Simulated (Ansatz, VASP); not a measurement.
# Cross-check of NiTe2 between VASP and Ansatz

Aim: how closely do two programs agree when they are given the same cell, functional and k mesh? The cell is taken from a series of VASP runs on this material, whose earlier steps may have relaxed, scaled or displaced it; both programs get it as it stands.

Program: Ansatz 0.2.0. Level of theory: plane waves, with VASP 6.6.1 beside it; relaxation of cell and atoms at PBEsol. Results are calculated unless marked as measured.

**1. Set-up**

It takes space group P-3m1 (No. 164, trigonal). Conventional cell: a = 3.834 Å, b = 3.834 Å, c = 5.130 Å, α = 90.00°, β = 90.00°, γ = 120.00°. Te has 3 Ni at 2.56 Å nearest. Ni has 6 Te at 2.56 Å nearest. Farther neighbours and most contacts between anions are not listed.

As a file:

```cif
data_structure
_symmetry_space_group_name_H-M 'P 1'
_symmetry_Int_Tables_number 1
_cell_length_a 3.8337
_cell_length_b 3.8337
_cell_length_c 5.1302
_cell_angle_alpha 90.000
_cell_angle_beta 90.000
_cell_angle_gamma 120.000
_cell_volume 65.30
loop_
_atom_site_label
_atom_site_type_symbol
_atom_site_fract_x
_atom_site_fract_y
_atom_site_fract_z
_atom_site_occupancy
Te1 Te 0.66667 0.33333 0.74770 1
Te2 Te 0.33333 0.66667 0.25230 1
Ni3 Ni 0.00000 0.00000 0.00000 1
```

**2. VASP: relaxation of cell and atoms, PBEsol**

The relaxed volume is the usual yardstick between codes: its relative difference is about their pressure difference at one cell divided by the bulk modulus.

Lines of VASP's logs that name or quote its potential files are left out, and so is its time.

File INCAR:

```
SYSTEM = NiTe2
PREC = Accurate
ENCUT = 520
EDIFF = 1E-07
NELM = 100
ISMEAR = 0
SIGMA = 0.05
LREAL = .FALSE.
ALGO = Normal
GGA = PS
NBANDS = 19
ISPIN = 2
MAGMOM = 0 0 1
LASPH = .TRUE.
LMAXMIX = 4
LORBIT = 11
LWAVE = .FALSE.
LCHARG = .FALSE.
KPAR = 4
IBRION = 2
NSW = 50
ISIF = 3
EDIFFG = -0.005
```

File POSCAR:

```
NiTe2
1.0
    3.8336595222      0.0000000000      0.0000000000
   -1.9168297611      3.3200465356      0.0000000000
    0.0000000000      0.0000000000      5.1302435446
Te Ni
2 1
Direct
    0.6666666667      0.3333333333      0.7477000774
    0.3333333333      0.6666666667      0.2522999226
    0.0000000000      0.0000000000      0.0000000000
```

File KPOINTS:

```
Automatic mesh
0
Gamma
14 14 10
0 0 0
```

The projector-augmented-wave data sets are Te and Ni (PBE family, release 64).

Launch:

```sh
$ mpirun -np 4 vasp_std
```

Numbers of over 12 decimals in the logs are rounded to 6 here.

Output:

```text
[banner, memory and clock lines left out]
running    4 mpi-ranks, on    1 nodes
 distrk:  each k-point on    1 cores,    4 groups
 distr:  one band on    1 cores,    1 groups

 POSCAR found type information on POSCAR TeNi
 POSCAR found :  2 types and       3 ions
|                                                                             |
|               ----> ADVICE to this user running VASP <----                  |
|                                                                             |
|     You enforced a specific xc type in the INCAR file but a different       |
|     [... a line on the potential file left out ...]
|     I HOPE YOU KNOW WHAT YOU ARE DOING!                                     |
|                                                                             |

 LDA part: xc-table for (Slater+PW92), standard interpolation
 POSCAR, INCAR and KPOINTS ok, starting setup
 FFT: planning ... GRIDC
 FFT: planning ... GRID_SOFT
 FFT: planning ... GRID
 WAVECAR not read
 entering main loop
       N       E                     dE             d eps       ncg     rms          rms(c)
DAV:   1     0.114698173029E+03    0.11470E+03   -0.87698E+03 15808   0.105E+03
DAV:   2    -0.659350212107E+01   -0.12129E+03   -0.11545E+03 16514   0.226E+02
DAV:   3    -0.148613580504E+02   -0.82679E+01   -0.80756E+01 19670   0.649E+01
DAV:   4    -0.150557936390E+02   -0.19444E+00   -0.19406E+00 19436   0.935E+00
DAV:   5    -0.150609255024E+02   -0.51319E-02   -0.51314E-02 19625   0.165E+00    0.159E+01
DAV:   6    -0.198331468324E+02   -0.47722E+01   -0.40506E+01 17510   0.113E+02    0.233E+01
DAV:   7    -0.141878167991E+02    0.56453E+01   -0.90969E+00 20372   0.681E+01    0.609E+00
DAV:   8    -0.141200160968E+02    0.67801E-01   -0.25949E+00 20734   0.273E+01    0.478E+00
DAV:   9    -0.139888390347E+02    0.13118E+00   -0.82431E-01 19281   0.140E+01    0.194E+00
DAV:  10    -0.139912613665E+02   -0.24223E-02   -0.22987E-02 17898   0.102E+00    0.146E+00
DAV:  11    -0.139901360864E+02    0.11253E-02   -0.16012E-03 21250   0.578E-01    0.933E-01
DAV:  12    -0.139896304740E+02    0.50561E-03   -0.15122E-03 19894   0.569E-01    0.287E-01
DAV:  13    -0.139896006387E+02    0.29835E-04   -0.12771E-04 19424   0.866E-02    0.201E-01
DAV:  14    -0.139895359437E+02    0.64695E-04   -0.82749E-05 19812   0.153E-01    0.867E-02
DAV:  15    -0.139895275378E+02    0.84059E-05   -0.16812E-05 24355   0.514E-02    0.397E-02
DAV:  16    -0.139895243435E+02    0.31944E-05   -0.64991E-06 22721   0.380E-02    0.557E-03
DAV:  17    -0.139895244349E+02   -0.91434E-07   -0.90954E-07 17603   0.642E-03
   1 F= -.13989524E+02 E0= -.13988693E+02  d E =-.139895E+02  mag=     0.0000
 curvature:   0.00 expect dE= 0.000E+00 dE for cont linesearch  0.000E+00
 trial: gam= 0.00000 g(F)=  0.278E-06 g(S)=  0.430E-05 ort = 0.000E+00 (trialstep = 0.100E+01)
 search vector abs. value=  0.458E-05
 reached required accuracy - stopping structural energy minimisation
```

Parts of OUTCAR (step 2):

```text
ion  position               nearest neighbor table
   1  0.667  0.333  0.748-   3 2.56   3 2.56   3 2.56   2 3.37   2 3.37   2 3.37   2 3.41   2 3.41
                             2 3.41
   2  0.333  0.667  0.252-   3 2.56   3 2.56   3 2.56   1 3.37   1 3.37   1 3.37   1 3.41   1 3.41
                             1 3.41
   3  0.000  0.000  0.000-   1 2.56   2 2.56   2 2.56   1 2.56   1 2.56   2 2.56

  LATTYP: Found a hexagonal cell.
 ALAT       =     3.8336595222
 C/A-ratio  =     1.3382105309

 Subroutine GETGRP returns: Found 12 space group operations
 (whereof 12 operations were pure point group operations)

The static configuration has the point symmetry D_3d.

 Found    208 irreducible k-points:

   k-points           NKPTS =    208   k-points in BZ     NKDIM =    208   number of bands    NBANDS=     19

   dimension x,y,z NGX =    30 NGY =   30 NGZ =   40
   dimension x,y,z NGXF=    60 NGYF=   60 NGZF=   80

   ENCUT  =  520.0 eV  38.22 Ry    6.18 a.u.   7.13  7.13  9.54*2*pi/ulx,y,z

   NELECT =      22.0000    total number of electrons

 k-points in reciprocal lattice and weights: Automatic mesh
   0.00000000  0.00000000  0.00000000       0.001
   0.07142857  0.00000000  0.00000000       0.003
   0.14285714  0.00000000  0.00000000       0.003
   0.21428571  0.00000000  0.00000000       0.003
   0.28571429  0.00000000  0.00000000       0.003
   0.35714286  0.00000000  0.00000000       0.003
   0.42857143  0.00000000  0.00000000       0.003
   0.50000000  0.00000000  0.00000000       0.002
   0.07142857  0.07142857  0.00000000       0.003
[...]
0.28571429  0.28571429  0.50000000       0.003
   0.35714286  0.28571429  0.50000000       0.003

 average (electrostatic) potential at core
       1 -86.1519       2 -86.1519       3 -82.8676

 E-fermi :   8.6016

 spin component 1
 k-point     1 :       0.0000    0.0000    0.0000
  band No.  band energies     occupation
    ...
      4       4.8097      1.00000
      5       4.8097      1.00000
      6       6.3580      1.00000
      7       6.3580      1.00000
      8       6.8700      1.00000
      9       8.8687      0.00000
     10       8.8687      0.00000
     11       9.4518      0.00000
     12       9.4518      0.00000
     13      11.1672      0.00000
    ...

 k-point     2 :       0.0714    0.0000    0.0000
  band No.  band energies     occupation
    ...
      6       6.3169      1.00000
      7       6.3325      1.00000
      8       6.8406      1.00000
      9       8.2465      1.00000
     10       8.4983      0.99826
     11       9.3954      0.00000
     12       9.7790      0.00000
     13      11.0865      0.00000
     14      12.3819      0.00000
     15      14.3066      0.00000
    ...

 k-point     3 :       0.1429    0.0000    0.0000
  band No.  band energies     occupation
    ...
      6       6.1230      1.00000
      7       6.2588      1.00000
      8       6.7177      1.00000
      9       7.4081      1.00000
     10       7.9552      1.00000
     11       8.9461      0.00000
     12      10.1888      0.00000
     13      10.8280      0.00000
     14      13.0152      0.00000
     15      14.1965      0.00000
    ...

 k-point     4 :       0.2143    0.0000    0.0000
  band No.  band energies     occupation
    ...
      7       6.1438      1.00000
      8       6.5288      1.00000
      9       7.0449      1.00000
     10       7.4533      1.00000
     11       8.3135      1.00000
     12      10.3615      0.00000
     13      10.4773      0.00000
     14      12.7135      0.00000
     15      14.9958      0.00000
     16      15.3970      0.00000
    ...

 k-point     5 :       0.2857    0.0000    0.0000
  band No.  band energies     occupation
    ...
      7       5.9939      1.00000
      8       6.3774      1.00000
      9       6.8981      1.00000
     10       7.0418      1.00000
     11       7.6695      1.00000
     12       9.7290      0.00000
     13      10.6429      0.00000
     14      12.2799      0.00000
     15      15.0350      0.00000
     16      15.2028      0.00000
    ...

 k-point     6 :       0.3571    0.0000    0.0000
  band No.  band energies     occupation
    ...
      7       5.8150      1.00000
      8       6.1394      1.00000
      9       6.7476      1.00000
     10       6.7688      1.00000
     11       7.1449      1.00000
     12       9.0966      0.00000
     13      10.7241      0.00000
     14      11.9865      0.00000
     15      14.7139      0.00000
     16      14.8181      0.00000
    ...

  Total       -0.0064716     -0.0064716      0.0135498      0.0000000     -0.0000000      0.0000000
  in kB       -0.1587923     -0.1587923      0.3324668      0.0000000     -0.0000000      0.0000000
  external PRESSURE =       0.0049608 kB  Pullay stress =       0.0000000 kB

  energy-cutoff  :      520.00
  volume of cell :       65.30
      direct lattice vectors                 reciprocal lattice vectors
     3.833659522  0.000000000  0.000000000     0.260847369  0.150600299  0.000000000
    -1.916829761  3.320046536  0.000000000     0.000000000  0.301200597  0.000000000
     0.000000000  0.000000000  5.130243545     0.000000000  0.000000000  0.194922520

 POSITION                                       TOTAL-FORCE (eV/Angst)
 -----------------------------------------------------------------------------------
      1.91683      1.10668      3.83588        -0.000000      0.000000     -0.001697
     -0.00000      2.21336      1.29436         0.000000     -0.000000      0.001697
      0.00000      0.00000      0.00000         0.000000      0.000000      0.000000
 -----------------------------------------------------------------------------------
    total drift:                                0.000000      0.000000      0.000000

  FREE ENERGIE OF THE ION-ELECTRON SYSTEM (eV)
  ---------------------------------------------------
  free  energy   TOTEN  =       -13.9895244349 eV

  energy  without entropy=      -13.9878606411  energy(sigma->0) =      -13.98869254

 reached required accuracy - stopping structural energy minimisation

 total charge
# of ion       s       p       d       tot
------------------------------------------
    1        1.403   1.863   0.070   3.336
    2        1.403   1.863   0.070   3.336
    3        0.451   0.520   8.416   9.388
--------------------------------------------------
tot          3.257   4.247   8.556  16.060

 magnetization (x)
# of ion       s       p       d       tot
------------------------------------------
    1       -0.000  -0.000  -0.000  -0.000
    2       -0.000  -0.000  -0.000  -0.000
    3       -0.000  -0.000   0.000   0.000
--------------------------------------------------
tot         -0.000  -0.000   0.000   0.000

[... 6 further parts left out ...]
```

CONTCAR:

```
NiTe2
   1.00000000000000
     3.8336595222000001    0.0000000000000000    0.0000000000000000
    -1.9168297611000000    3.3200465356000000    0.0000000000000000
     0.0000000000000000    0.0000000000000000    5.1302435445999999
  Te              Ni
     2     1
Direct
     0.6666666667000030    0.3333333332999970    0.7477000773999976
     0.3333333332999970    0.6666666667000030    0.2522999226000024
     0.0000000000000000    0.0000000000000000    0.0000000000000000
```

The moments of VASP's start collapse, so its state is non-magnetic. The run keeps the 12 symmetry operations of its start, so it cannot find a distortion of lower symmetry.

[end of part 1 of 2]

[Lines on the potential files, build, host, timing and source positions are cut from VASP's logs without a mark.]

[Logs are printed without paths, hosts, clocks, repeated set-up lines and the standing remarks that a program may print on its own settings, such as how far it seeks lower states.]

[Hosts, paths, dates, database ids (printed as entryN), source tags and the programs' standing remarks are cut or masked in the printed files.]
